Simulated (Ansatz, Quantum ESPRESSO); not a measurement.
**SnO2 (001), rutile: biaxial strain and the free axis**

A thin film takes the in-plane lattice of its substrate and is free along the normal. How do the free axis and the stress follow the misfit? The strained cell has c along the film normal; unstrained it is a = 4.7686 Å, b = 4.7686 Å, c = 3.2114 Å, α = 90.00°, β = 90.00°, γ = 90.00°, with 6 atoms.

Calculated with Ansatz 0.2.0, PBEsol, PAW files of the set soft_1, cutoff 600 eV, Fermi–Dirac smearing 0.02 eV, k-mesh 6×6×9, no spin polarisation, no spin-orbit coupling.

Relaxed positions at 0 %:

```
atom       x       y       z
  Sn  0.0000  0.0000  0.0000
  Sn  0.5000  0.5000  0.5000
   O  0.3063  0.3063  0.0000
   O  0.1937  0.8063  0.5000
   O  0.6937  0.6937  0.0000
   O  0.8063  0.1937  0.5000
```

| ε∥ (%) | a (Å) | c (Å) | ε⊥ (%) | σ (GPa, tension positive) |
| --- | --- | --- | --- | --- |
| −3 | 4.6255 | 3.2882 | 2.393 | −9.45 |
| −2 | 4.6732 | 3.2606 | 1.534 | −6.14 |
| 0 | 4.7686 | 3.2114 | 0.000 | 0.00 |
| 1 | 4.8163 | 3.1895 | −0.681 | 2.78 |
| 2 | 4.8640 | 3.1694 | −1.308 | 5.32 |
| 3 | 4.9116 | 3.1513 | −1.871 | 7.63 |

**Question.** Fit both responses and give the free strain and the stress at −1 %, a row left out above.

Least squares with y = y0 + y1 ε + y2 ε² (ε in %) gives ε⊥ = −0.001 + (−0.7106) ε + (0.0290) ε² and σ = 0.01 + (2.853) ε + (−0.102) ε² GPa. The linear terms put the ratio of free to applied strain at −0.711 and the biaxial modulus at 285 GPa.

At −1 % the free strain comes out as 0.739 %. The run itself gives 0.736 %, so the estimate misses by 0.003 %; the fitted rows themselves lie up to 0.002 % off the law.

The stress comes out as −2.95 GPa. The run itself gives −2.99 GPa, so the estimate misses by 0.04 GPa; the fitted rows themselves lie up to 0.03 GPa off the law.

With c as the unique axis, zero normal stress gives ε⊥/ε∥ = −2C13/C33 for relaxed atoms, so 2C13/C33 is about 0.71.

The negative ε² term means that the crystal stiffens in compression and softens in tension.

The same fit over all rows at other levels or in other programs gives the strain ratio = −0.711 with PBEsol (Quantum ESPRESSO, PseudoDojo).

[Logs are printed without paths, hosts, clocks, repeated set-up lines and the standing remarks that a program may print on its own settings, such as how far it seeks lower states.]
